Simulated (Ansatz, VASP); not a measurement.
Ir in VASP and in Ansatz

```
CELL_PARAMETERS angstrom
2.66884 0.00000 0.00000
-1.33442 2.31128 0.00000
0.00000 0.00000 4.32842
ATOMIC_POSITIONS crystal
Ir 0.66667 0.33333 0.75000
Ir 0.33333 0.66667 0.25000
```

Change from the starting cell: strain -0.030 along x and y, -0.030 along z, atoms carried along.

Alike in both runs: task single point; functional PBEsol; k mesh 18 × 18 × 12; occupations gaussian, width 0.15 eV; no spin polarisation.

```csv
,VASP,Ansatz
version,VASP 6.6.1,Ansatz 0.2.0
potentials or method,"VASP PAW PBE potentials, release 64 (Ir)","scalar-relativistic, plane waves, PAW"
plane-wave cutoff (eV),520,420
valence electrons in the cell,18,34
```

|  | VASP | Ansatz | Ansatz less VASP |
| --- | --- | --- | --- |
| gap on the k mesh at the Fermi level (eV) | none | none | - |
| pressure (GPa) | 26.0 | 24.5 | -1.50 |
| largest component of the traceless stress (GPa) | 0.49 | 0.44 | -0.047 |

A gap of «none» marks a metal or a gap that the smearing closes. The two sets of potentials don't hold the same shells in valence.

Caveats: so large a pressure means that the cell lies far from this level's equilibrium, or that cutoff or potentials fall short (VASP); the potentials were made for another functional, which shifts forces and pressure (VASP). Spin-orbit coupling is left out, which matters for the levels of Ir.
